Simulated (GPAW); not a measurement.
Runs of GPAW 26.7.0 on WS4. The cell holds a slab with vacuum, 5 atoms: a = 3.184 Å, b = 3.184 Å, c = 45.782 Å, α = 90.00°, β = 90.00°, γ = 120.00°. 

```csv
task,level,potentials or basis,cell,series job,gap on the mesh (eV),largest force (eV/Å),work function (eV)
single point,WC,"PAW data sets generated in the run's folder for this functional, pw","the (0 0 1) slab of WS2, cut from the database cell, not relaxed",-,none,0.08,7.07
single point,vdW-DF-cx,"GPAW PAW data sets (gpaw-data 1.2.1), pw","the (0 0 1) slab of WS2, cut from the database cell, not relaxed",-,none,0.23,(b)
single point,PBEsol,"PAW data sets generated in the run's folder for this functional, pw","the (0 0 1) slab of WS2, cut from the database cell, not relaxed",-,none,0.13,7.07
single point,LDA,"the program's PAW data sets (release 1.2.1) made for this functional, pw","the (0 0 1) slab of WS2, cut from the database cell, not relaxed",-,none,0.46,(a)
```

Alike in all rows: no spin polarisation; k mesh 10 × 10 × 1; cutoff (eV) 450; smearing fermi-dirac 0.05 eV.

Estimate the missing entries.

(a) 7.22; (b) 7.10.

Caveats: the PAW data sets were made with another functional, which shifts forces and pressure a little (some runs).

A k mesh can miss the band edges, and the runs leave out spin-orbit coupling on W.

A gap of «none» marks a metal or a gap under the smearing width.
